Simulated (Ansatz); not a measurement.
A relaxation computed with Ansatz, from input to last step.

```yaml
crystal:
  lattice:
    - [1.5925883332, 6.4363691201, 7.4383206521]
    - [-6.3703533327, -1.8389626057, 7.4383206521]
    - [4.7777649996, -4.5974065144, 7.4383206521]
  atoms:
    - { symbol: Mo, position: [0.0771663652, 0.6925509806, 0.2310125191] }
    - { symbol: Mo, position: [1.0009913494, 1.0010113377, 0.9996747478] }
    - { symbol: Mo, position: [0.155057884, 0.3809886762, 0.4618369555] }
    - { symbol: Mo, position: [0.3079908017, 0.7704424993, 0.9194502147] }
    - { symbol: Mo, position: [0.3856267224, 0.4612132093, 0.1548375033] }
    - { symbol: Mo, position: [0.5327772452, 0.8485537979, 0.611485505], spin: 0.333 }
    - { symbol: Mo, position: [0.7656040608, 0.9233754171, 0.3089040378] }
    - { symbol: Mo, position: [0.2331691825, 0.0730239666, 0.6866233991], spin: 0.333 }
    - { symbol: Mo, position: [0.4576393512, 0.1481618606, 0.3870153363], spin: 0.333 }
    - { symbol: Mo, position: [0.6165243654, 0.5405957658, 0.8460132127] }
    - { symbol: Mo, position: [0.6921670589, 0.2319089807, 0.0790573043] }
    - { symbol: Mo, position: [0.845828594, 0.6163759648, 0.5394728762] }
    - { symbol: Mo, position: [0.9252111504, 0.3075516742, 0.7703705192] }
    - { symbol: S, position: [0.4040467111, 0.3951478427, 0.4082307912] }
    - { symbol: S, position: [0.5542719353, 0.7955712944, 0.8582408816] }
    - { symbol: S, position: [0.7043947278, 0.1696565507, 0.3340328329] }
    - { symbol: S, position: [0.7797632273, 0.8697692527, 0.5578928649] }
    - { symbol: S, position: [0.9427111631, 0.2497215374, 0.0207636849] }
    - { symbol: S, position: [0.180186679, 0.3197793432, 0.7081180891] }
    - { symbol: S, position: [0.634336922, 0.4823021464, 0.096557317] }
    - { symbol: S, position: [0.866917531, 0.5580957785, 0.7881830759] }
    - { symbol: S, position: [0.0168672662, 0.9420515212, 0.2504951637] }
    - { symbol: S, position: [0.0966490099, 0.6322518816, 0.4805130597] }
    - { symbol: S, position: [0.2543846373, 0.0194313265, 0.9336093812] }
    - { symbol: S, position: [0.3266669059, 0.7120336253, 0.17071342] }
    - { symbol: S, position: [0.3376132874, 0.9529979028, 0.4914594412] }
    - { symbol: S, position: [0.26459207, 0.2612413136, 0.2616316508] }
    - { symbol: S, position: [0.418825201, 0.6470503798, 0.7220912619] }
    - { symbol: S, position: [0.5682451081, 0.0342098164, 0.1855119183] }
    - { symbol: S, position: [0.6458566982, 0.7231701123, 0.4184382238] }
    - { symbol: S, position: [0.8021986978, 0.111211529, 0.8802498547] }
    - { symbol: S, position: [0.0316657644, 0.1836297235, 0.5726713549] }
    - { symbol: S, position: [0.4958269136, 0.3417883163, 0.9560448516] }
    - { symbol: S, position: [0.7264037009, 0.4175833132, 0.6496730675] }
    - { symbol: S, position: [0.8789921044, 0.8028485183, 0.1093830794] }
    - { symbol: S, position: [0.9555369256, 0.4943767198, 0.3413100568] }
    - { symbol: S, position: [0.1077854969, 0.8799766854, 0.799702852] }
    - { symbol: S, position: [0.1874639029, 0.570921541, 0.0328382582] }
  host:
    lattice:
      - [1.5925883332, 0.9194813029, 7.4383206521]
      - [-1.5925883332, 0.9194813029, 7.4383206521]
      - [0.0, -1.8389626057, 7.4383206521]
    atoms:
      - { symbol: Mo, position: [0.9997777381, 0.9997777381, 0.9997777381] }
      - { symbol: S, position: [0.4031332036, 0.4031332036, 0.4031332036] }
      - { symbol: S, position: [0.2630900582, 0.2630900582, 0.2630900582] }
total_charge: 1
basis:
  ecutwfc: 420
  xc_grid: 2
kpoints:
  mp_grid: { grid: [2, 2, 2], shift: [0.5, 0.5, 0.5] }
hamiltonian:
  xc: pbe
scf:
  occupations: { method: gaussian, width: 0.01 }
output:
  forces: true
  stress: false
  eigenvalues: true
  populations: true
  charged_corrections:
    defect_position: [0.48005628, 0.0954409, 0.63390243]
    epsilon: [[12.8691, 0.0, 0.0], [0.0, 12.8691, 0.0], [0.0, 0.0, 3.2679]]
  write_density: true
  write_potential: true
  elf: true
  volumetric_format: npy
magnetization:
  spin_polarized: true
relax:
  adjacent_minimum: "off"
  f_tol: 0.025
  max_steps: 45
```

```bash
ansatz run input.yaml --threads 4 --pin off --max-ram 10240MiB --backend cpu --events-out ev --progress --plain --runs-dir out
```

Theory: DFT PBE, scalar-relativistic, plane waves, PAW in Ansatz.

The cell holds a point defect: S vacancy (site a), charge +1.

Of 4 frames 4 are shown, positions in Å and forces in eV/Å; the SCF threshold varies from step to step.

```xyz
38
Lattice="1.5926 6.4364 7.4383 -6.3704 -1.8390 7.4383 4.7778 -4.5974 7.4383" Properties=species:S:1:pos:R:3:forces:R:3 pbc="T T T" step=1 free_energy_over_end_meV_per_atom=0.43
Mo   -3.1852   -1.8390    7.4437    0.0000    0.0000   -0.0179
Mo   -0.0064    0.0060   22.3274    0.0888   -0.0282    0.1026
Mo    0.0265   -1.8259    7.4226    0.0425   -0.0080    0.0160
Mo   -0.0246   -3.6616   14.8609   -0.0143    0.0408    0.0160
Mo   -1.5842    0.9220    7.4508   -0.0688   -0.0628    0.1026
Mo   -1.6356   -0.9426   14.8232    0.1787    0.1058    0.1105
Mo   -3.1871    1.8095   14.8609   -0.0282   -0.0328    0.0160
Mo    3.1867   -1.7902    7.3849    0.0023   -0.2077    0.1105
Mo    1.6341    0.8938    7.3849   -0.1810    0.1019    0.1105
Mo    1.5801   -0.9154   14.8999    0.0914   -0.0830    0.1365
Mo    0.0027    3.6651    7.4616    0.0262    0.1207    0.1365
Mo   -0.0020    1.8304   14.8891   -0.0200    0.0910    0.1026
Mo    3.1949    1.8477   14.8999   -0.1176   -0.0376    0.1365
S     0.0767   -0.0029    8.9812   -0.0068    0.0372   -0.1100
S    -0.0849   -1.8412   16.4244   -0.0108    0.0221   -0.1228
S     1.6370    2.6861    8.9861   -0.0137   -0.0204   -0.1228
S    -1.6334    0.8545   16.4195    0.0356   -0.0127   -0.1100
S     0.0097    5.5129    9.0241    0.0120    0.0037   -0.1448
S     1.6331   -2.6838    8.9861    0.0245   -0.0017   -0.1228
S    -1.6009    2.7520    9.0241   -0.0028   -0.0123   -0.1448
S     1.5911    0.9299   16.4625   -0.0092    0.0086   -0.1448
S    -4.7775   -2.7755    8.9960    0.0096    0.0126   -0.0345
S    -1.5780   -2.7497    8.9960   -0.0157    0.0020   -0.0345
S     4.7419   -2.6906    8.9812   -0.0288   -0.0245   -0.1100
S    -3.2000    0.0083    8.9960    0.0062   -0.0146   -0.0345
S    -3.1852   -1.8390   13.2556    0.0000    0.0000    0.0003
S     0.0072    0.0198    5.8574    0.0103    0.0101   -0.0020
S    -0.0049   -1.8139   13.2995   -0.0184    0.0050   -0.0081
S     1.5734    2.7417    5.8612    0.0049   -0.0185   -0.0081
S    -1.5791    0.9034   13.2957    0.0036   -0.0139   -0.0020
S     4.7747    0.9119   13.3418    0.0031   -0.0272    0.0139
S     1.6167   -2.7667    5.8612    0.0136    0.0134   -0.0081
S     3.1801   -1.8325   13.3418   -0.0252    0.0109    0.0139
S     1.6007    0.9207   13.3418    0.0220    0.0163    0.0139
S    -3.1919    3.6782   13.3237   -0.0115   -0.0030    0.0482
S     0.0031    3.6719   13.3237    0.0083   -0.0084    0.0482
S    -1.6133   -4.6011   13.2957   -0.0138    0.0038   -0.0020
S    -3.1815    0.0057    5.8854    0.0031    0.0114    0.0482
38
Lattice="1.5926 6.4364 7.4383 -6.3704 -1.8390 7.4383 4.7778 -4.5974 7.4383" Properties=species:S:1:pos:R:3:forces:R:3 pbc="T T T" step=2 free_energy_over_end_meV_per_atom=0.14
Mo   -3.1852   -1.8390    7.4387    0.0000    0.0000    0.0051
Mo    0.0104   -0.0029   22.3299   -0.1081    0.0765    0.0021
Mo    0.0298   -1.8244    7.4197   -0.0230    0.0334   -0.0088
Mo   -0.0276   -3.6594   14.8580   -0.0175   -0.0366   -0.0088
Mo   -1.6003    0.9119    7.4533    0.1203    0.0554    0.0021
Mo   -1.6120   -0.9262   14.8280    0.0049   -0.0285    0.0087
Mo   -3.1874    1.8058   14.8580    0.0404    0.0032   -0.0088
Mo    3.1890   -1.8188    7.3897   -0.0271    0.0100    0.0087
Mo    1.6081    0.9061    7.3897    0.0223    0.0185    0.0087
Mo    1.5900   -0.9229   14.9048   -0.1010    0.0332   -0.0056
Mo    0.0043    3.6774    7.4665    0.0218   -0.1041   -0.0056
Mo   -0.0027    1.8494   14.8916   -0.0122   -0.1319    0.0021
Mo    3.1835    1.8429   14.9048    0.0792    0.0709   -0.0056
S     0.0611   -0.0017    8.9765    0.0069    0.0168    0.0014
S    -0.0760   -1.8412   16.4197   -0.0045    0.0309    0.0137
S     1.6326    2.6938    8.9814   -0.0245   -0.0193    0.0137
S    -1.6246    0.8674   16.4148    0.0111   -0.0144    0.0014
S     0.0134    5.5233    9.0150   -0.0147   -0.0400    0.0598
S     1.6286   -2.6915    8.9814    0.0290   -0.0116    0.0137
S    -1.5937    2.7436    9.0150   -0.0273    0.0328    0.0598
S     1.5803    0.9279   16.4533    0.0420    0.0072    0.0598
S    -4.7647   -2.7823    8.9961   -0.0238   -0.0180    0.0034
S    -1.5785   -2.7352    8.9961    0.0275   -0.0116    0.0034
S     4.7487   -2.7047    8.9765   -0.0180   -0.0025    0.0014
S    -3.2123    0.0006    8.9961   -0.0037    0.0296    0.0034
S    -3.1852   -1.8390   13.2865    0.0000    0.0000    0.0375
S    -0.0049    0.0226    5.8558    0.0250   -0.0040   -0.0134
S     0.0032   -1.8103   13.2979   -0.0107    0.0085   -0.0171
S     1.5662    2.7469    5.8595   -0.0020   -0.0135   -0.0171
S    -1.5706    0.9124   13.2941   -0.0160   -0.0196   -0.0134
S     4.7759    0.9182   13.3484   -0.0133   -0.0322   -0.0505
S     1.6158   -2.7755    5.8595    0.0127    0.0050   -0.0171
S     3.1850   -1.8367   13.3484   -0.0213    0.0276   -0.0505
S     1.5947    0.9185   13.3484    0.0345    0.0046   -0.0505
S    -3.1866    3.6712   13.3211   -0.0097   -0.0146   -0.0078
S     0.0065    3.6800   13.3211    0.0175   -0.0011   -0.0078
S    -1.6097   -4.6130   13.2941   -0.0090    0.0236   -0.0134
S    -3.1903    0.0046    5.8828   -0.0078    0.0157   -0.0078
38
Lattice="1.5926 6.4364 7.4383 -6.3704 -1.8390 7.4383 4.7778 -4.5974 7.4383" Properties=species:S:1:pos:R:3:forces:R:3 pbc="T T T" step=3 free_energy_over_end_meV_per_atom=0.01
Mo   -3.1852   -1.8390    7.4398    0.0000    0.0000   -0.0001
Mo    0.0002   -0.0004   22.3297    0.0018    0.0129    0.0000
Mo    0.0316   -1.8223    7.4200   -0.0208   -0.0055   -0.0055
Mo   -0.0302   -3.6589   14.8583    0.0152   -0.0153   -0.0055
Mo   -1.5930    0.9195    7.4530    0.0103   -0.0080    0.0000
Mo   -1.6135   -0.9302   14.8288    0.0000    0.0061   -0.0054
Mo   -3.1865    1.8033   14.8583    0.0056    0.0208   -0.0055
Mo    3.1863   -1.8154    7.3905    0.0052   -0.0030   -0.0054
Mo    1.6124    0.9067    7.3905   -0.0052   -0.0030   -0.0054
Mo    1.5853   -0.9193   14.9041   -0.0043   -0.0026   -0.0050
Mo    0.0035    3.6715    7.4658    0.0044   -0.0024   -0.0050
Mo    0.0002    1.8394   14.8913   -0.0121   -0.0049    0.0000
Mo    3.1890    1.8451   14.9041   -0.0001    0.0050   -0.0050
S     0.0650    0.0015    8.9769   -0.0028    0.0045    0.0029
S    -0.0774   -1.8400   16.4212   -0.0017    0.0041    0.0026
S     1.6322    2.6919    8.9828   -0.0027   -0.0036    0.0026
S    -1.6238    0.8624   16.4152    0.0053    0.0002    0.0029
S     0.0106    5.5163    9.0181    0.0024   -0.0060    0.0145
S     1.6304   -2.6909    8.9828    0.0045   -0.0006    0.0026
S    -1.5984    2.7496    9.0181   -0.0064    0.0010    0.0145
S     1.5878    0.9289   16.4564    0.0040    0.0050    0.0145
S    -4.7711   -2.7819    8.9931    0.0035   -0.0023    0.0113
S    -1.5756   -2.7409    8.9931    0.0002    0.0042    0.0113
S     4.7440   -2.7029    8.9769   -0.0025   -0.0047    0.0029
S    -3.2089    0.0060    8.9931   -0.0038   -0.0019    0.0113
S    -3.1852   -1.8390   13.2852    0.0000    0.0000    0.0305
S     0.0004    0.0247    5.8554    0.0024   -0.0022   -0.0047
S     0.0006   -1.8103   13.2965   -0.0101   -0.0017   -0.0002
S     1.5675    2.7447    5.8582    0.0065   -0.0079   -0.0002
S    -1.5714    0.9067   13.2937   -0.0031   -0.0009   -0.0047
S     4.7734    0.9118   13.3445    0.0048   -0.0026   -0.0088
S     1.6171   -2.7733    5.8582    0.0036    0.0096   -0.0002
S     3.1807   -1.8313   13.3445   -0.0047   -0.0029   -0.0088
S     1.6014    0.9196   13.3445   -0.0002    0.0055   -0.0088
S    -3.1913    3.6716   13.3247    0.0077    0.0006   -0.0119
S     0.0085    3.6758   13.3247   -0.0044    0.0063   -0.0119
S    -1.6142   -4.6094   13.2937    0.0007    0.0031   -0.0047
S    -3.1876    0.0084    5.8864   -0.0033   -0.0069   -0.0119
38
Lattice="1.5926 6.4364 7.4383 -6.3704 -1.8390 7.4383 4.7778 -4.5974 7.4383" Properties=species:S:1:pos:R:3:forces:R:3 pbc="T T T" step=4 free_energy_over_end_meV_per_atom=0.00
Mo   -3.1852   -1.8390    7.4399    0.0000    0.0000    0.0022
Mo    0.0009   -0.0003   22.3292   -0.0007   -0.0046    0.0006
Mo    0.0301   -1.8225    7.4199    0.0025    0.0013    0.0017
Mo   -0.0293   -3.6601   14.8582   -0.0024    0.0015    0.0017
Mo   -1.5933    0.9188    7.4526   -0.0036    0.0029    0.0006
Mo   -1.6127   -0.9288   14.8300   -0.0012   -0.0014    0.0008
Mo   -3.1860    1.8047   14.8582   -0.0001   -0.0028    0.0017
Mo    3.1871   -1.8169    7.3916   -0.0006    0.0017    0.0008
Mo    1.6107    0.9068    7.3916    0.0018   -0.0003    0.0008
Mo    1.5849   -0.9190   14.9031   -0.0012    0.0037   -0.0002
Mo    0.0034    3.6711    7.4648   -0.0026   -0.0029   -0.0002
Mo   -0.0002    1.8399   14.8909    0.0043    0.0017    0.0006
Mo    3.1894    1.8454   14.9031    0.0038   -0.0008   -0.0002
S     0.0631    0.0016    8.9775   -0.0001   -0.0006   -0.0002
S    -0.0767   -1.8399   16.4211    0.0006    0.0000    0.0000
S     1.6317    2.6925    8.9828   -0.0003    0.0005    0.0000
S    -1.6228    0.8641   16.4158   -0.0005    0.0004   -0.0002
S     0.0109    5.5151    9.0179   -0.0007    0.0020   -0.0011
S     1.6302   -2.6916    8.9828   -0.0003   -0.0005    0.0000
S    -1.5996    2.7499    9.0179    0.0020   -0.0004   -0.0011
S     1.5887    0.9299   16.4563   -0.0014   -0.0016   -0.0011
S    -4.7707   -2.7817    8.9941   -0.0012    0.0003   -0.0012
S    -1.5760   -2.7407    8.9941    0.0003   -0.0012   -0.0012
S     4.7449   -2.7046    8.9775    0.0006    0.0002   -0.0002
S    -3.2089    0.0055    8.9941    0.0008    0.0009   -0.0012
S    -3.1852   -1.8390   13.2903    0.0000    0.0000    0.0012
S     0.0003    0.0243    5.8550    0.0007   -0.0006   -0.0001
S    -0.0010   -1.8109   13.2966    0.0022    0.0012   -0.0006
S     1.5688    2.7435    5.8583   -0.0022    0.0013   -0.0006
S    -1.5717    0.9071   13.2933   -0.0009   -0.0003   -0.0001
S     4.7745    0.9112   13.3432    0.0000    0.0018   -0.0004
S     1.6174   -2.7716    5.8583    0.0000   -0.0026   -0.0006
S     3.1797   -1.8320   13.3432    0.0015   -0.0009   -0.0004
S     1.6014    0.9207   13.3432   -0.0015   -0.0008   -0.0004
S    -3.1901    3.6720   13.3234   -0.0010    0.0008   -0.0006
S     0.0076    3.6766   13.3234   -0.0002   -0.0013   -0.0006
S    -1.6138   -4.6093   13.2933    0.0002    0.0009   -0.0001
S    -3.1878    0.0072    5.8851    0.0012    0.0004   -0.0006
```

Time: 89 s on 4 threads of Intel(R) Xeon(R) 6975P-C (Granite Rapids) (shared host), peak memory 3.4 GiB.

The relaxation kept the symmetry at the defect while a level is partly filled, so a distortion that splits the level (Jahn–Teller) was held off and may lie lower. The cell is also small for a charged defect.